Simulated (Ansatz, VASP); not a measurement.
# Ag: VASP beside Ansatz

```
Ag
1.0
     0.00000    2.15326    2.15326
     2.15326    0.00000    2.15326
     2.15326    2.15326    0.00000
Ag
1
Direct
  0.00000 0.00000 0.00000
```

Alike in both runs: task single point; functional PBE; k mesh 21 × 21 × 21; occupations fermi-dirac, width 0.1 eV; no spin polarisation.

|  | VASP | Ansatz |
| --- | --- | --- |
| version | VASP 6.6.1 | Ansatz 0.2.0 |
| potentials or method | VASP PAW PBE potentials, release 64 (Ag) | plane waves (420 eV) with PAW, scalar-relativistic |
| plane-wave cutoff (eV) | 520 | 420 |
| valence electrons in the cell | 11 | 19 |

```csv
,VASP,Ansatz,Ansatz less VASP
pressure (GPa),-7.4,-7.3,+0.03
```

The two sets of potentials don't hold the same shells in valence.
